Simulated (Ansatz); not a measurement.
## Al: strain energy, fitted

Al, P6_3/mmc, a = 2.804 Å, c = 4.676 Å. This isn't the element's structure at ambient conditions. Ansatz: PBE+D3(BJ), PAW, 420 eV, Γ-centred 24×24×12 mesh on 2 atoms, Gaussian smearing 0.10 eV; no spin polarisation. Series: shear of c along a, cell held, atoms relaxed; x is the strain in per cent (engineering shear). y is the free energy over the unstrained cell, V0 = 15.919 Å³/atom. Symmetry makes y even in x.

```tsv
x (%)	y (meV/atom)
0.0	0.00
1.0	0.20
2.0	?
3.0	1.43
4.0	2.10
6.0	3.56
```

Fit y = c2 x² + c4 x⁴ to the other rows, turn c2 into a modulus, and predict the missing energy.

Least squares on the rows shown. y = 0.1655 x² − 0.001858 x⁴. In eV per unit strain² c2 is 1.655; this is the shear stiffness (E = ½ C V0 γ²): 2 × 1.655 × 160.2 / (15.919) = 33 GPa. With a term in x⁶ added, the coefficient of x² becomes 0.2068, 25 % more, which shows how far this figure hangs on the form. At x = 2.0 the fit asked for gives 0.63 meV/atom. The run gave 0.75 meV/atom, so the fit is 0.12 meV/atom too low, within twice the rms miss on the fitted rows (0.06 meV/atom).